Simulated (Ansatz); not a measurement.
Level of theory: Ansatz, DFT, revPBE, plane waves (420 eV) with PAW, scalar-relativistic. (PAW data from PBE, frozen cores regenerated.)

An element in the hcp structure gives this curve. The cell is scaled uniformly from the relaxed one, with fractional coordinates and shape fixed. Energies are extrapolated to zero smearing, pressures are those at the given smearing. Magnetic state: spin not included.

```tsv
V (Å³/atom)	E − E₀ (meV/atom)	P (GPa)
14.050	212.8	41.59
14.688	84.9	24.09
15.327	18.6	10.54
15.966	0.0	0.06
16.604	18.1	-8.00
17.243	64.4	-14.18
17.881	132.2	-18.86
```

Problem. Which element is it?
A. osmium
B. platinum
C. aluminium
D. iridium

Solution. B. Its fit is V₀ = 15.94 Å³/atom, B₀ = 231 GPa, B₀′ = 5.5.
